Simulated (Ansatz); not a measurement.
Here is an Ansatz 0.2.0 calculation.

The input input.yaml:

```yaml
crystal:
  lattice:
    - [3.1831225544, 0.0, 0.0]
    - [-1.5915612772, 2.7566649955, 0.0]
    - [0.0, 0.0, 35.1805582101]
  atoms:
    - { symbol: W, position: [0.3333333333, 0.6666666667, 0.59231661] }
    - { symbol: W, position: [0.3333333333, 0.6666666667, 0.2234] }
    - { symbol: W, position: [0.6666666667, 0.3333333333, 0.7766] }
    - { symbol: W, position: [0.6666666667, 0.3333333333, 0.40768339] }
    - { symbol: S, position: [0.3333333333, 0.6666666667, 0.82114964] }
    - { symbol: S, position: [0.3333333333, 0.6666666667, 0.45202369] }
    - { symbol: S, position: [0.6666666667, 0.3333333333, 0.63662107] }
    - { symbol: S, position: [0.6666666667, 0.3333333333, 0.26774184] }
    - { symbol: S, position: [0.3333333333, 0.6666666667, 0.73225816] }
    - { symbol: S, position: [0.3333333333, 0.6666666667, 0.36337893] }
    - { symbol: S, position: [0.6666666667, 0.3333333333, 0.54797631] }
    - { symbol: S, position: [0.6666666667, 0.3333333333, 0.17885036] }
hamiltonian:
  xc: pbesol
  pseudopotentials: { kind: paw }
kpoints:
  mp_grid: { grid: [7, 7, 1] }
  band_path:
    path:
      - [[0.0, 0.0, 0.0], [0.5, 0.0, 0.0], [0.3333333333, 0.3333333333, 0.0], [0.0, 0.0, 0.0], [0.0, 0.0, 0.5], [0.5, 0.0, 0.5], [0.3333333333, 0.3333333333, 0.5], [0.0, 0.0, 0.5]]
      - [[0.5, 0.0, 0.5], [0.5, 0.0, 0.0]]
      - [[0.3333333333, 0.3333333333, 0.0], [0.3333333333, 0.3333333333, 0.5]]
    npoints: 10
scf:
  occupations: { method: fermi_dirac, width: 0.05 }
  n_extra_bands: 30
output:
  forces: true
  stress: true
  eigenvalues: true
  fatbands: false
```

Potentials or basis: Ansatz PAW.

Launch:

```bash
$ ansatz run input.yaml --threads 4 --pin off --max-ram 11264MiB --backend cpu --events-out ev --progress --plain --runs-dir out
```

Predict the band gap along the path.

1.30 eV, indirect (least direct gap 1.74 eV).

Estimate the band gap on the k mesh.

1.38 eV, indirect (least direct gap 2.37 eV).

Estimate the largest force.

0.266 eV/Å.

Levels at the corners of the path, in eV from the valence-band top:
```csv
point,band 48,band 49,band 50,band 51,band 52,band 53,band 54,band 55,band 56,band 57
Γ,-1.87,-0.78,-0.48,-0.18,0.00,2.41,2.41,2.42,2.42,2.42
M,-1.70,-1.45,-1.41,-1.38,-1.36,2.35,2.36,2.37,2.37,2.75
K,-2.77,-0.53,-0.50,-0.46,-0.44,1.30,1.30,1.32,1.32,2.53
Γ,-1.87,-0.78,-0.48,-0.18,0.00,2.41,2.41,2.42,2.42,2.42
A,-1.87,-0.78,-0.48,-0.18,0.00,2.41,2.41,2.42,2.42,2.42
L,-1.70,-1.45,-1.41,-1.38,-1.36,2.35,2.36,2.37,2.37,2.75
H,-2.77,-0.53,-0.50,-0.46,-0.44,1.30,1.30,1.32,1.32,2.53
A,-1.87,-0.78,-0.48,-0.18,0.00,2.41,2.41,2.42,2.42,2.42
L,-1.70,-1.45,-1.41,-1.38,-1.36,2.35,2.36,2.37,2.37,2.75
M,-1.70,-1.45,-1.41,-1.38,-1.36,2.35,2.36,2.37,2.37,2.75
K,-2.77,-0.53,-0.50,-0.46,-0.44,1.30,1.30,1.32,1.32,2.53
H,-2.77,-0.53,-0.50,-0.46,-0.44,1.30,1.30,1.32,1.32,2.53
```

Caveat: the k mesh misses the band edges, so the gap on the mesh is wider than the one along the path; spin-orbit coupling is left out, which moves the levels of the heavy elements; the PAW data sets come from PBE, with cores solved anew for the run's functional, which leaves a small shift of forces and pressure.
